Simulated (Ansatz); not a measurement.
# A thicker film of MgO (001) from two thinner ones

In a field along its normal an insulating film takes a dipole p. Written as a length, p/(ε₀AE), it should grow by 1 − 1/ε for each ångström added.

**Method.** Ansatz 0.2.0, plane waves with PAW datasets (its set soft_2), PBEsol; rocksalt films relaxed at a bulk in-plane lattice constant near the measured one, then held in weak fields of both signs with a dipole correction (A is the cell's area, E the outer field).

| run | distance between the outer atoms (Å) | p/(ε₀AE) (Å) |
| --- | --- | --- |
| 3 units | 4.264 | 5.374 |
| 5 units | 8.481 | 8.290 |
| 8 units | 14.806 | ? |

**Question.** What value belongs in the row marked “?”, and how far can the other rows tell?

Two rows fix a line: slope = (8.290 − 5.374) / (8.481 − 4.264) = 0.6915, intercept 2.4254. That slope means ε = 1/(1 − 0.6915) = 3.24. At 14.806 it gives 0.6915 × 14.806 + 2.4254 = 12.664 Å, beyond the rows fitted. Rounding of the rows alone allows about ±0.003 Å there; two rows can't show whether the line holds.

The run itself gives 12.668 Å: a miss of +0.004 Å, or 0.0 % of the value. The length is met to within 1 %, though ε is more sensitive than the length: the two thickest films give ε = 3.25.

**Limits.** This is the electronic response alone. A unit is one step of the cut along the normal (a plane, a pair of planes or a cell), and the layers relax along it, away from their bulk spacing where the functional's lattice constant differs from the one held.
